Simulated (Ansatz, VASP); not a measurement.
Ir: VASP beside Ansatz

INCAR

```
SYSTEM = Ir
PREC = Accurate
ENCUT = 600
EDIFF = 1E-6
ISMEAR = 0
SIGMA = 0.1
LREAL = .FALSE.
LASPH = .TRUE.
NELM = 80
ALGO = Normal
ISIF = 3
LWAVE = .FALSE.
LCHARG = .FALSE.
GGA = PE
IBRION = 2
NSW = 100
EDIFFG = -0.005
```

KPOINTS

```
Automatic mesh
0
G
  18 18 18
  0 0 0
```

File POSCAR:

```
Ir
1.0
    0.0000000000      1.9380596429      1.9380596429
    1.9380596429      0.0000000000      1.9380596429
    1.9380596429      1.9380596429      0.0000000000
Ir
1
Direct
    0.0000000000      0.0000000000      0.0000000000
```

Input for Ansatz:

```yaml
crystal:
  lattice:
    - [0.0, 1.9380596429, 1.9380596429]
    - [1.9380596429, 0.0, 1.9380596429]
    - [1.9380596429, 1.9380596429, 0.0]
  atoms:
    - { symbol: Ir, position: [0.0, 0.0, 0.0] }
basis:
  ecutwfc: 420
kpoints:
  mp_grid: { grid: [18, 18, 18] }
hamiltonian:
  xc: pbe
scf:
  occupations: { method: gaussian, width: 0.1 }
output:
  forces: true
  stress: true
  eigenvalues: true
  write_density: true
  write_potential: true
  elf: true
  volumetric_format: npy
relax:
  adjacent_minimum: "off"
  f_tol: 0.005
  max_steps: 80
  cell: { stress_tol: 0.05 }
```

Alike in both runs: task relaxation of cell and atoms; functional PBE; k mesh 18 × 18 × 18; occupations gaussian, width 0.1 eV; no spin polarisation.

```csv
,VASP,Ansatz
version,VASP 6.6.1,Ansatz 0.2.0
potentials or method,"VASP PAW PBE potentials, release 64 (Ir)","scalar-relativistic, plane waves, PAW"
plane-wave cutoff (eV),600,420
valence electrons in the cell,9,17
```

|  | VASP | Ansatz | Ansatz less VASP |
| --- | --- | --- | --- |
| gap on the k mesh at the Fermi level, each at its own relaxed structure (eV) | none | none | - |
| relaxed volume (Å³/atom) | 14.52 | 14.50 | -0.023 |
| relaxed cell length with the largest relative difference (Å) | 2.738 | 2.737 | -0.0015 |

A gap of «none» marks a metal or a gap that the smearing closes. The two sets of potentials don't hold the same shells in valence.

The runs have no spin-orbit coupling, so splittings on Ir are missing.
